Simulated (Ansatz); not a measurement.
## What a trial cell of SiMo3 relaxes into

Computed with DFT PBE, scalar-relativistic, plane waves, PAW (Ansatz). Cutoff 420 eV, Γ-centred k mesh, Gaussian smearing, no spin polarisation in the final step.

SiMo3 was placed on the Ni3Sn (D0_19) structure type (P6_3/mmc, No. 194), with Si in place of Sn, Mo in place of Ni, at a guessed volume.

```
CELL_PARAMETERS angstrom
5.53485 0.00000 0.00000
-2.76743 4.79332 0.00000
0.00000 0.00000 4.44257
ATOMIC_POSITIONS crystal
Si 0.33333 0.66667 0.25000
Si 0.66667 0.33333 0.75000
Mo 0.83300 0.66600 0.25000
Mo 0.16700 0.83300 0.75000
Mo 0.33400 0.16700 0.25000
Mo 0.16700 0.33400 0.75000
Mo 0.83300 0.16700 0.25000
Mo 0.66600 0.83300 0.75000
```

Cell and atoms relax at zero pressure; the relaxation can't lower the symmetry of the start. After a coarse first stage the cell is made exact in the group found at 0.06 Å.

Formation energies are uncorrected and refer to the elements' standard structures at the same level.

Describe the relaxed structure.

It keeps P6_3/mmc (No. 194). The result has the Ni3Sn (D0_19) structure. Conventional cell: a = 5.421 Å, c = 4.707 Å. Around Si lie 12 Mo at 2.71–2.82 Å; around Mo lie 8 Mo at 2.70–2.83 Å and 4 Si at 2.71–2.82 Å.

Space group P6_3/mmc (No. 194). a = 5.421 Å, b = 5.421 Å, c = 4.707 Å, α = 90.00°, β = 90.00°, γ = 120.00°
```
atom site symmetry x y z
  Si    2c      -6m2  0.3333  0.6667  0.2500
  Mo    6h mm2  0.8327  0.6654  0.2500
```

What are its volume, energy, density and gap?

The volume per atom is 14.97 Å³ and the density is 8.76 g/cm³. The energy over the elements is -0.08 eV/atom and the gap on the 12×12×8 mesh is 0 eV (a metal).

The final run used a 12×12×8 mesh on its 8-atom cell and 0.10 eV smearing. For metals, differences of a few meV/atom aren't resolved. A structure relaxed within its symmetry needn't be a true minimum.

Cost: 3 runs of about 2 core-minutes in all, on Intel Xeon 6975P-C (Granite Rapids) (shared hosts).